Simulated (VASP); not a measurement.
# CO2 (I-42d) in VASP: a series of runs

Aim: see how the results for CO2 move with the level of theory and the settings. Levels: PBE, AM05, RPBE. Tasks: relaxation of shape and atoms at fixed volume, relaxation of cell and atoms.

Everything below comes from runs of VASP 6.6.1. Logs are shortened: lines on timing, memory, paths and dates and some standing lists are left out, and cuts for length are marked.

### 1 The crystal as given

The structure is tetragonal, space group I-42d (No. 122). Conventional cell: a = 3.552 Å, b = 3.552 Å, c = 5.918 Å, α = 90.00°, β = 90.00°, γ = 90.00°. Around C (site symmetry -4) lie 4 O at 1.38 Å. Around O (site symmetry 2) lie 2 C at 1.38 Å.

### 2 Relaxation of shape and atoms at fixed volume, PBE (a relaxed cell with its volume scaled by 1.06)

Input file INCAR:

```
SYSTEM = CO2
ALGO = Normal
EDIFF = 1E-7
EDIFFG = -0.01
ENCUT = 300
GGA = PE
IBRION = 2
ISIF = 4
ISMEAR = 0
KPAR = 2
LASPH = .TRUE.
LCHARG = .FALSE.
LREAL = .FALSE.
LWAVE = .FALSE.
NELM = 80
NSW = 40
PREC = Accurate
SIGMA = 0.03
```

Input file KPOINTS:

```
k-points
0
G
  6 6 6
  0 0 0
```

Input file POSCAR:

```
CO2                                     
1.0
   -1.9911257940      1.9911257940      3.0911668922
    1.9911257940     -1.9911257940      3.0911668922
    1.9911257940      1.9911257940     -3.0911668922
  C               O             
     2     4
Direct
     0.0000000000000000    0.0000000000000000    0.0000000000000000
     0.7500000000000000    0.2500000000000000    0.5000000000000000
     0.3750000000000000    0.2984129707713511    0.4234129707713511
     0.7015870292286487    0.1250000000000000    0.0765870292286488
     0.8750000000000000    0.9515870292286487    0.5765870292286487
     0.0484129707713512    0.6250000000000000    0.9234129707713513
```

Potentials or basis: VASP PAW PBE potentials, release 64 (C_s, O_s).

Launch:

```
$ cat potpaw_PBE.64/C_s/POTCAR potpaw_PBE.64/O_s/POTCAR > POTCAR
$ mpirun -np 2 vasp_std > vasp.out
```

OUTCAR:

```text
SYSTEM = CO2
   EDIFF = 1E-7
   EDIFFG = -0.01
   ENCUT = 300
   GGA = PE
   IBRION = 2
   ISIF = 4
   ISMEAR = 0
   LASPH = .TRUE.
   LREAL = .FALSE.
   NELM = 80
   NSW = 40
   PREC = Accurate

 ion  position               nearest neighbor table
   1  0.000  0.000  0.000-   3 1.44   5 1.44   6 1.44   4 1.44
   2  0.750  0.250  0.500-   3 1.44   4 1.44   6 1.44   5 1.44
   3  0.375  0.298  0.423-   1 1.44   2 1.44
   4  0.702  0.125  0.077-   2 1.44   1 1.44
   5  0.875  0.952  0.577-   1 1.44   2 1.44
   6  0.048  0.625  0.923-   1 1.44   2 1.44

  LATTYP: Found a body centered tetragonal cell.
 ALAT       =     3.9822515880
 C/A-ratio  =     1.5524719239

  Lattice vectors:

 A1 = (  -1.9911257940,   1.9911257940,   3.0911668922)
 A2 = (   1.9911257940,  -1.9911257940,   3.0911668922)
 A3 = (   1.9911257940,   1.9911257940,  -3.0911668922)

Analysis of symmetry for initial positions (statically):
=====================================================================
 Subroutine PRICEL returns:
 Original cell was already a primitive cell.

 Routine SETGRP: Setting up the symmetry group for a
 body centered tetragonal supercell.

 Subroutine GETGRP returns: Found  8 space group operations
 (whereof  4 operations were pure point group operations)
 out of a pool of 16 trial point group operations.

The static configuration has the point symmetry S_4 .
 The point group associated with its full space group is D_2d.

Analysis of symmetry for dynamics (positions and initial velocities):
=====================================================================
 Subroutine PRICEL returns:
 Original cell was already a primitive cell.

 Routine SETGRP: Setting up the symmetry group for a
 body centered tetragonal supercell.

 Subroutine GETGRP returns: Found  8 space group operations
 (whereof  4 operations were pure point group operations)
 out of a pool of 16 trial point group operations.

The dynamic configuration has the point symmetry S_4 .
 The point group associated with its full space group is D_2d.

 Subroutine INISYM returns: Found  8 space group operations
 (whereof  4 operations are pure point group operations),
 and found     1 'primitive' translations

----------------------------------------------------------------------------------------

                                     Primitive cell

  volume of cell :      49.0207

  direct lattice vectors                    reciprocal lattice vectors
    -1.991125794  1.991125794  3.091166892     0.000000000  0.251114220  0.161751215
     1.991125794 -1.991125794  3.091166892     0.251114220  0.000000000  0.161751215
     1.991125794  1.991125794 -3.091166892     0.251114220  0.251114220  0.000000000

  length of vectors
     4.181444321  4.181444321  4.181444321     0.298700196  0.298700196  0.355129135

  position of ions in fractional coordinates (direct lattice)
     0.000000000  0.000000000  0.000000000
     0.750000000  0.250000000  0.500000000
     0.375000000  0.298412971  0.423412971
     0.701587029  0.125000000  0.076587029
     0.875000000  0.951587029  0.576587029
     0.048412971  0.625000000  0.923412971

  ion indices of the primitive-cell ions
   primitive index   ion index
                 1           1
                 2           2
                 3           3
                 4           4
                 5           5
                 6           6

----------------------------------------------------------------------------------------

 KPOINTS: k-points

Automatic generation of k-mesh.
 Grid dimensions read from file:
 generate k-points for:    6    6    6

 Generating k-lattice:

  Cartesian coordinates                     Fractional coordinates (reciprocal lattice)
     0.000000000  0.041852370  0.026958536     0.166666667  0.000000000 -0.000000000
     0.041852370  0.000000000  0.026958536     0.000000000  0.166666667 -0.000000000
     0.041852370  0.041852370  0.000000000     0.000000000  0.000000000  0.166666667

  Length of vectors
     0.049783366  0.049783366  0.059188189

  Shift w.r.t. Gamma in fractional coordinates (k-lattice)
     0.000000000  0.000000000  0.000000000

 Subroutine IBZKPT returns following result:
 ===========================================

 Found     30 irreducible k-points:

 Following reciprocal coordinates:
            Coordinates               Weight
  0.000000  0.000000  0.000000      1.000000
  0.166667  0.000000 -0.000000      8.000000
  0.333333  0.000000 -0.000000      8.000000
  0.500000  0.000000 -0.000000      4.000000
  0.166667  0.166667  0.000000      8.000000
  0.333333  0.166667 -0.000000     16.000000
[... 16 lines left out ...]
 -0.333333 -0.333333  0.166667      8.000000
 -0.166667 -0.333333  0.166667      8.000000
 [... further k-points ...]
   k-points           NKPTS =     30   k-points in BZ     NKDIM =     30   number of bands    NBANDS=     20
   number of dos      NEDOS =    301   number of ions     NIONS =      6
   total plane-waves  NPLWV =  13824
   dimension x,y,z NGX =    24 NGY =   24 NGZ =   24
   dimension x,y,z NGXF=    48 NGYF=   48 NGZF=   48
   ions per type =               2   4
   NGX,Y,Z   is equivalent  to a cutoff of   9.54,  9.54,  9.54 a.u.
   NGXF,Y,Z  is equivalent  to a cutoff of  19.08, 19.08, 19.08 a.u.
 SYSTEM =  CO2
   PREC   = accura    normal or accurate (medium, high low for compatibility)
   ISTART =      0    job   : 0-new  1-cont  2-samecut
   ICHARG =      2    charge: 1-file 2-atom 10-const
   ISPIN  =      1    spin polarized calculation?
   LNONCOLLINEAR =      F non collinear calculations
   LSORBIT =      F    spin-orbit coupling
   LASPH  =      T    aspherical Exc in radial PAW
   ENCUT  =  300.0 eV  22.05 Ry    4.70 a.u.   5.91  5.91  5.91*2*pi/ulx,y,z
   NELM   =     80;   NELMIN=  2; NELMDL= -5     # of ELM steps
   EDIFF  = 0.1E-06   stopping-criterion for ELM
   LREAL  =      F    real-space projection
   EDIFFG = -.1E-01   stopping-criterion for IOM
   NSW    =     40    number of steps for IOM
   IBRION =      2    ionic relax: 0-MD 1-quasi-New 2-CG
   NFREE  =      1    steps in history (QN), initial steepest desc. (CG)
   ISIF   =      4    stress and relaxation
   ISYM   =      2    0-nonsym 1-usesym 2-fastsym
   POTIM  = 0.5000    time-step for ionic-motion
   TEBEG  =    0.0;   TEEND  =   0.0 temperature during run
   PSTRESS=    0.0 pullay stress
   NELECT =      32.0000    total number of electrons
   NUPDOWN=      -1.0000    fix difference up-down
   EMIN   =  10.00;   EMAX   =-10.00  energy-range for DOS
   EFERMI =   0.00;   METHOD = LEGACY
   ISMEAR =     0;   SIGMA  =   0.03  broadening in eV -4-tet -1-fermi 0-gaus
   EFERMI_NEDOS =   21; number of points for ismear=-14 and -15
   IALGO  =     38    algorithm
   IMIX   =      4    mixing-type and parameters
     AMIX     =   0.40;   BMIX     =  1.00
     AMIX_MAG =   1.60;   BMIX_MAG =  1.00
  volume/ion in A,a.u.               =       8.17        55.13
  Fermi-wavevector in a.u.,A,eV,Ry     =   1.420141  2.683678 27.440246  2.016801
  Thomas-Fermi vector in A             =   2.541088
   LORBIT       =      0    0 simple, 1 ext, 2 COOP (PROOUT), +10 PAW based schemes
   GGA     = PE    functional components
   LHFCALC =     F    Hartree Fock is set to
   AEXX    =    0.0000 exact exchange contribution
   IVDW    =     0    specifies the selected vdW correction
   LEPSILON=     F    determine dielectric tensor
   LRPA    =     F    only Hartree local field effects (RPA)
 conjugate gradient relaxation of ions
 non-spin polarized calculation
 Gauss-broadening in eV      SIGMA  =   0.03
  energy-cutoff  :      300.00
  volume of cell :       49.02
 maximum number of plane-waves:       588
   NGX = 11   NGY = 11   NGZ = 11

--------------------------------------- Ionic step        1  -------------------------------------------

 number of electron      31.9999996 magnetization

 Free energy of the ion-electron system (eV)
  ---------------------------------------------------
  ext. energy  EPLUGINS =         0.00000000
  ---------------------------------------------------
  free energy    TOTEN  =       -42.70644051 eV

  energy without entropy =      -42.70644051  energy(sigma->0) =      -42.70644051

------------------------ aborting loop because EDIFF is reached ----------------------------------------

  FORCE on cell =-STRESS in cart. coord.  units (eV):
  Direction    XX          YY          ZZ          XY          YZ          ZX
  --------------------------------------------------------------------------------------
  -------------------------------------------------------------------------------------
  Total       -3.6138793     -3.6138793     -3.9292473      0.0000000      0.0000000      0.0000000
  in kB     -118.1148168   -118.1148168   -128.4221997      0.0000000      0.0000000      0.0000000
  external PRESSURE =    -121.5506111 kB  Pullay stress =       0.0000000 kB
[... 145 lines left out ...]
  energy  without entropy=      -42.7756489008  energy(sigma->0) =      -42.77564890

--------------------------------------- Ionic step        5  -------------------------------------------

 number of electron      31.9999992 magnetization

 Free energy of the ion-electron system (eV)
  ---------------------------------------------------
  ext. energy  EPLUGINS =         0.00000000
  ---------------------------------------------------
  free energy    TOTEN  =       -42.77933879 eV

  energy without entropy =      -42.77933879  energy(sigma->0) =      -42.77933879

 E-fermi :   2.6708     XC(G=0): -10.8338

 val. band max:        2.5059317865   @ k =   0.5000   0.5000   0.5000
 cond. band min:       9.9303123232   @ k =   0.0000   0.0000   0.0000
 fundamental gap:      7.4243805367
 Fermi energy:         2.6707585014

 k-point     1 :       0.0000    0.0000    0.0000
  band No.  band energies     occupation
      1     -21.1363      2.00000
      2     -16.2908      2.00000
      3     -16.2908      2.00000
      4     -15.6766      2.00000
      5     -11.9309      2.00000
      6      -6.8870      2.00000
[... 12 lines left out ...]
     19      11.2200      0.00000
[... 513 lines left out ...]
      4     -16.2779      2.00000
      5     -10.2289      2.00000
      6      -6.6725      2.00000
[... 12 lines left out ...]
     19      11.3930      0.00000
     20      12.0128      0.00000

 [... further k-points ...]
[... 5 lines left out ...]
  --------------------------------------------------------------------------------------
  -------------------------------------------------------------------------------------
  Total       -1.5756936     -1.5756936     -1.6046297      0.0000000     -0.0000000      0.0000000
  in kB      -51.4994414    -51.4994414    -52.4451784      0.0000000     -0.0000000      0.0000000
  external PRESSURE =     -51.8146871 kB  Pullay stress =       0.0000000 kB
[... 21 lines left out ...]
  FREE ENERGIE OF THE ION-ELECTRON SYSTEM (eV)
  ---------------------------------------------------
  free  energy   TOTEN  =       -42.7793387903 eV

  energy  without entropy=      -42.7793387903  energy(sigma->0) =      -42.77933879

 reached required accuracy - stopping structural energy minimisation
```

Wall time 25 s (2 MPI ranks of AMD EPYC 7R13 (Zen 3), shared host); peak memory 0.11 GiB.

These settings aren't checked as converged: the numbers below hold their error.

Results:

- Free energy: -42.7793 eV
- Energy gained by relaxing: 12.1 meV/atom
- Ionic steps: 5
- Largest force after relaxing: 0.007 eV/Å
- Band gap on the k mesh: 7.42 eV, indirect (least direct gap 7.76 eV)

Caveat: the cutoff is under 1.25 times the usual one of these potentials, so pressure, stress and relaxed cells hold a basis-set (Pulay) error.

### 3 Relaxation of cell and atoms, AM05

Input file INCAR:

```
SYSTEM = CO2
PREC = Accurate ; ENCUT = 600
EDIFF = 1E-6 ; ISMEAR = 0
SIGMA = 0.03 ; LREAL = .FALSE.
LASPH = .TRUE. ; NELM = 80
ALGO = Normal ; ISIF = 3
LWAVE = .FALSE. ; LCHARG = .FALSE.
GGA = AM ; IBRION = 2
NSW = 90 ; EDIFFG = -0.01
KPAR = 2
```

Input file KPOINTS:

```
regular mesh
0
G
  12 12 12
  0 0 0
```

Input file POSCAR:

```
CO2
1.0
   -1.7759000000      1.7759000000      2.9592000000
    1.7759000000     -1.7759000000      2.9592000000
    1.7759000000      1.7759000000     -2.9592000000
C O
2 4
Direct
    0.0000000000      0.0000000000      0.0000000000
    0.7500000000      0.2500000000      0.5000000000
    0.3750000000      0.3390000000      0.4640000000
    0.6610000000      0.1250000000      0.0360000000
    0.8750000000      0.9110000000      0.5360000000
    0.0890000000      0.6250000000      0.9640000000
```

Potentials or basis: VASP PAW PBE potentials, release 64 (C, O).

Launch:

```
$ cat potpaw_PBE.64/C/POTCAR potpaw_PBE.64/O/POTCAR > POTCAR
$ mpirun -np 2 vasp_std > vasp.out
```

It took 8.5 min on 2 MPI ranks of Intel Xeon Platinum 8488C (Sapphire Rapids), shared host; peak memory 0.24 GiB.

Results (log left out):

| Quantity | Value |
| --- | --- |
| Free energy | -45.1954 eV |
| Relaxed volume | 7.71 Å³/atom |
| Relaxed cell | a = 4.076 Å, b = 4.076 Å, c = 4.076 Å, α = 122.14°, β = 122.14°, γ = 86.34° |
| Space group after relaxing (to 0.05 Å) | I-42d (No. 122) |
| Energy gained by relaxing | 189.2 meV/atom |
| Ionic steps | 12 |
| Pressure after relaxing | -0.1 GPa |
| Largest force after relaxing | 0.009 eV/Å |
| Band gap on the k mesh | 7.60 eV, indirect (least direct gap 8.08 eV) |

Forces on the atoms (eV/Å):
```
C    0.000  0.000  0.000
C    0.000  0.000  0.000
O    0.009  0.000  0.000
O    0.000 -0.009  0.000
O   -0.009  0.000  0.000
O    0.000  0.009  0.000
```

Stress tensor (GPa, compression positive):
```
-0.21  0.00  0.00
 0.00 -0.21  0.00
 0.00  0.00 -0.02
```

The path:
```csv
step,energy change (eV),largest force (eV/Å),pressure (GPa),volume (Å³)
1,0.0000,1.5103,30.84,37.33
2,-0.8014,1.4417,-8.72,44.18
3,-0.8012,1.4414,-8.39,44.09
4,-0.9250,0.8964,11.04,44.09
5,-0.9785,0.0716,3.65,44.09
6,-1.0603,0.0537,1.43,45.07
7,-1.1173,0.0519,-3.66,47.53
8,-1.1235,0.0574,-2.33,46.89
9,-1.1309,0.2232,2.16,46.08
10,-1.1317,0.1813,1.04,46.28
11,-1.1330,0.1273,-1.06,46.22
12,-1.1351,0.0086,-0.15,46.25
```

Final structure:
```cif
data_structure
_symmetry_space_group_name_H-M 'P 1'
_symmetry_Int_Tables_number 1
_cell_length_a 4.0763
_cell_length_b 4.0763
_cell_length_c 4.0763
_cell_angle_alpha 122.135
_cell_angle_beta 122.135
_cell_angle_gamma 86.340
_cell_volume 46.25
loop_
_atom_site_label
_atom_site_type_symbol
_atom_site_fract_x
_atom_site_fract_y
_atom_site_fract_z
_atom_site_occupancy
C1 C 0.00000 0.00000 0.00000 1
C2 C 0.75000 0.25000 0.50000 1
O1 O 0.37500 0.28937 0.41437 1
O2 O 0.71063 0.12500 0.08563 1
O3 O 0.87500 0.96063 0.58563 1
O4 O 0.03937 0.62500 0.91437 1
```

Levels at points of the mesh, in eV from the valence-band top:
```
           k point  band 13  band 14  band 15  band 16  band 17  band 18  band 19  band 20
(0.00, 0.00, 0.00)    -1.21    -0.93    -0.93    -0.47     7.60     9.31     9.31     9.44
(0.50, 0.00, 0.00)    -1.75    -1.43    -0.45     0.00     8.27     9.54     9.74    10.38
(0.50, 0.50, 0.00)    -0.69    -0.69    -0.51    -0.51     8.97     8.97     9.98     9.98
(0.50, 0.50, 0.50)    -2.89    -2.89    -0.03    -0.03     8.94     8.94    10.78    10.78
```

Caveat: the volume moved by over 15 % at a fixed basis, so the end points are rough; the PAW data sets were made with another functional, which shifts forces and pressure a little; the volume moved by +24 % from the deposited cell, more than functionals usually miss. Zero-point motion and thermal expansion aren't in these numbers.

(Part 1 of 2 ends here.)
